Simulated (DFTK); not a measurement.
# Ge (I4_1/amd) in DFTK: single point with PBE

Aim: the single point of Ge with PBE.

Program: DFTK 0.8.2. These are calculated values, not measurements. Logs are shortened: lines on timing, memory, paths and dates and some standing lists are left out, and cuts for length are marked.

**1. The undisturbed crystal**

Symmetry: I4_1/amd, No. 141, tetragonal system. The conventional cell has a = 5.149 Å, b = 5.149 Å, c = 2.795 Å, α = 90.00°, β = 90.00°, γ = 90.00°. Ge (site symmetry -4m2) is surrounded by 6 Ge at 2.67 to 2.79 Å.

This isn't the form of Ge at room conditions, which is diamond.

**2. Single point, PBE (atoms moved at random, drawn with an rms of 0.05 Å)**

run.jl

```julia
using DFTK
using PseudoPotentialData
using Unitful, UnitfulAtomic
using LinearAlgebra, Printf
include("save.jl")
disable_threading()

# lattice vectors are the columns
lattice = austrip(1u"Å") * [  -2.574489719    2.574489719    2.574489719;
              2.574489719   -2.574489719    2.574489719;
             1.3974126432   1.3974126432  -1.3974126432]
symbols   = [:Ge, :Ge]
positions = [[0.478934, 0.474351, -0.006719],
             [0.245043, 0.742521, 0.506913]]
pseudopotentials = PseudoFamily("dojo.nc.sr.pbe.v0_4_1.standard.upf")
elements = Dict(s => ElementPsp(s, pseudopotentials) for s in unique(symbols))
atoms    = [elements[s] for s in symbols]

build_model(lattice, positions; symmetries=true) =
    model_DFT(lattice, atoms, positions;
              functionals=PBE(),
              temperature=austrip(0.05u"eV"),
              smearing=Smearing.FermiDirac(),
              symmetries)
Ecut  = 39.0  # hartree
kgrid = [7, 7, 7]
tol   = 1e-6
to_GPa = ustrip(uconvert(u"GPa", 1u"hartree/bohr^3"))

model = build_model(lattice, positions)
basis = PlaneWaveBasis(model; Ecut, kgrid)
display(basis)
scfres = self_consistent_field(basis;
                               tol,
                               nbandsalg=AdaptiveBands(model; n_bands_converge=19))
display(scfres.energies)
@printf "Fermi level: %.6f eV\n" ustrip(auconvert(u"eV", something(scfres.εF, NaN)))
forces = compute_forces_cart(scfres)
println("Forces (eV/Å)")
for (s, f) in zip(symbols, forces)
    @printf "%-3s %12.6f %12.6f %12.6f\n" s ustrip.(auconvert.(u"eV/Å", f))...
end
stress = compute_stresses_cart(scfres)
println("Stress (GPa)")
display(round.(stress * to_GPa; digits=4))
println("Levels at the first k-point (eV): ", round.(ustrip.(auconvert.(u"eV", scfres.eigenvalues[1][1:scfres.n_bands_converge])); digits=4))
save_scf!(scfres; forces, stress)
```

Potentials or basis: dojo.nc.sr.pbe.v0_4_1.standard.upf (PBE).

Command:

```sh
julia --threads=1 run.jl  # save.jl only writes the numbers to a file and isn't shown; printed stress counts tension as positive; times include loading and compiling
```

The program printed:

```text
PlaneWaveBasis discretization:

    Ecut                 : 39.0 Ha
    fft_size             : (45, 45, 45), 91125 total points
    kgrid                : MonkhorstPack([7, 7, 7])
    num.   red. kpoints  : 343
    num. irred. kpoints  : 343

    Discretized Model(gga_x_pbe+gga_c_pbe, 3D):
        lattice (in Bohr)    : [-4.86508  , 4.86508   , 4.86508   ]
                               [4.86508   , -4.86508  , 4.86508   ]
                               [2.64073   , 2.64073   , -2.64073  ]
        unit cell volume     : 250.01 Bohr³

        atoms                : Ge₂
        pseudopot. family    : PseudoFamily("dojo.nc.sr.pbe.v0_4_1.standard.upf")

        num. electrons       : 28
        spin polarization    : none
        temperature          : 0.0018375 Ha
        smearing             : DFTK.Smearing.FermiDirac()

        terms                : Kinetic()
                               AtomicLocal()
                               AtomicNonlocal()
                               Ewald(nothing)
                               PspCorrection()
                               Hartree()
                               Xc(gga_x_pbe, gga_c_pbe)
                               Entropy()
n     Energy            log10(ΔE)   log10(Δρ)   Diag   Δtime
---   ---------------   ---------   ---------   ----   ------
  1   -178.6236128779                   -1.16    5.4    95.2s
  2   -178.6262554383       -2.58       -1.64    1.0    40.3s
  3   -178.6267035807       -3.35       -1.83    2.2    56.8s
  4   -178.6266821055   +   -4.67       -1.88    1.0    39.8s
  5   -178.6267092792       -4.57       -2.41    1.0    39.3s
  6   -178.6267168099       -5.12       -2.64    2.1    56.4s
  7   -178.6267180609       -5.90       -3.54    1.0    39.4s
  8   -178.6267181868       -6.90       -3.87    2.2    57.3s
  9   -178.6267181924       -8.25       -4.29    2.0    55.4s
 10   -178.6267181928       -9.41       -4.37    1.2    40.6s
 11   -178.6267181932       -9.36       -4.80    1.0    39.6s
 12   -178.6267181933       -9.97       -5.38    2.1    52.5s
 13   -178.6267181933      -10.87       -5.76    2.0    56.8s
 14   -178.6267181933      -12.20       -6.37    1.4    42.5s
Energy breakdown (in Ha):
    Kinetic             134.1508949
    AtomicLocal         -114.8046419
    AtomicNonlocal      -94.3251464
    Ewald               -112.0192131
    PspCorrection       6.9237753
    Hartree             45.1009241
    Xc                  -43.6530468
    Entropy             -0.0002644

    total               -178.626718193342
Fermi level: 5.598975 eV
Forces (eV/Å)
Ge      0.129052     0.081272     0.011222
Ge     -0.129014    -0.081244    -0.011222
Stress (GPa)
3×3 StaticArraysCore.SMatrix{3, 3, Float64, 9} with indices SOneTo(3)×SOneTo(3):
 -2.4797  -0.0679  -0.347
 -0.0679  -1.6653   0.2486
 -0.347    0.2486  -4.4103
Levels at the first k-point (eV): [-19.1612, -19.1093, -19.0884, -19.0773, -18.9798, -18.972, -18.9708, -18.9667, -18.9143, -18.8445, -7.663, 1.5848, 3.2934, 3.3256, 8.9075, 13.2321, 13.3044, 13.7971, 14.0191]
```

Run time: 17 min. Hardware: 1 thread of Intel Xeon Platinum 8488C (Sapphire Rapids), shared host; peak memory 4.7 GiB.

Results:

```
Free energy            : -4860.6806 eV
Pressure               : 2.9 GPa
Largest force          : 0.153 eV/Å
Band gap on the k mesh : none (metal or under the smearing width)
```

Forces on the atoms (eV/Å):
```
Ge   0.129  0.081  0.011
Ge  -0.129 -0.081 -0.011
```

Levels at points of the mesh, in eV from the Fermi level:
| k point | band 11 | band 12 | band 13 | band 14 | band 15 | band 16 | band 17 | band 18 |
| --- | --- | --- | --- | --- | --- | --- | --- | --- |
| (0.00, 0.00, 0.00) | -13.26 | -4.01 | -2.31 | -2.27 | 3.31 | 7.63 | 7.71 | 8.20 |

Caveat: the k mesh is coarse (spacing up to 0.37 Å⁻¹), so the values aren't converged.

**3. For comparison**

An earlier run on the cell as given: functional PBE; potentials or basis dojo.nc.sr.pbe.v0_4_1.standard.upf (PBE); cutoff 1061 eV; k mesh 11 × 11 × 11; occupations fermi-dirac, width 0.05 eV; no spin polarisation.

- Pressure: 3.3 GPa
- Band gap on the k mesh: none (metal or under the smearing width)
